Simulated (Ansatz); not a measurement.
Method: DFT PBE, scalar-relativistic, plane waves, PAW in Ansatz 0.2.0. Settings: cutoff 420 eV, Γ-centred meshes spaced at most about 0.3 Å⁻¹, and about 0.25 Å⁻¹ or finer for metals (2π included), Gaussian smearing. No spin polarisation.

Temperature and zero-point effects are left out.

Two forms of B2P were relaxed alike.

1. Space group C2/m (No. 12), monoclinic, a = 5.394 Å, b = 3.089 Å, c = 7.629 Å, β = 90.1°. Around B on its first site lie 1 B at 1.74 Å and 3 P at 1.93 Å; around B on its second site lie 3 B at 1.81–1.90 Å and 1 P at 1.95 Å; P has 4 B at 1.93–1.95 Å.

2. Space group P1 (No. 1), triclinic, a = 3.167 Å, b = 4.086 Å, c = 4.829 Å, α = 104.9°, β = 96.2°, γ = 97.4°. Around B on its first site lie 1 B at 1.74 Å, 2 B at 1.86–1.93 Å and 2 P at 1.99–2.03 Å; around B on its second site lie 4 B at 1.72–1.86 Å; B on its third site is surrounded by 2 B at 1.83–1.93 Å and 3 P at 1.96–2.01 Å; around B on its fourth site lie 1 B at 1.72 Å and 3 P at 1.95–1.97 Å; around P on its first site lie 4 B at 1.95–2.03 Å; 1 more site not described.

**Question.** Which form is favoured at zero pressure, and by what margin per atom?

**Answer.** Cell 2 is lower, by 84 meV/atom. Cell 1 has B and P ordered on diamond sites, space group C2/m (No. 12), 10.6 Å³/atom and no gap on its mesh; cell 2 has space group P1 (No. 1), 9.9 Å³/atom and no gap. Counting P atoms around B (those within 1.25 times the shortest such distance or 1.15 times the sum of covalent radii; a plus sign parts nearer from farther groups; the shortest distance is added where it is long for a bond; a slash parts the counts of unlike sites), cell 1 has B 1/3 and cell 2 has B 2/3/2+4 from 2.5 Å. Cell 1 holds B–B nets (shortest 1.74 Å); cell 2 holds B–B chains (shortest 1.72 Å). The denser one is the lower, and pressure would at first widen the difference. Origin: cell 1, invented; cell 2, invented, then shaken at random and relaxed again.

Cells relaxed within their symmetry can be saddle points.

The denser, less regular arrangement wins by 84 meV/atom, and electron count offers a likely reason. A diamond-type network is best served when every two-centre bond holds an electron pair, but replacing part of the phosphorus in BP with boron leaves too few valence electrons for that. Cell 1 therefore has holes in its bonding states, in keeping with its missing gap. Cell 2 gives up the diamond pattern and gathers boron more unevenly, with one site having no phosphorus at bonding distance. This suggests some delocalised, electron-deficient B–B bonding, which boron tolerates well, though a bonding analysis would be needed to confirm it. The shortest B–B contacts are nearly equal in the two cells, so a single stronger bond is unlikely to account for the preference. Cell 2 also lacks a gap, so the rearrangement does not produce a closed-shell semiconductor. The ordering does not show that B2P would resist separation into zinc-blende BP and boron or the icosahedral boron-rich phosphide.
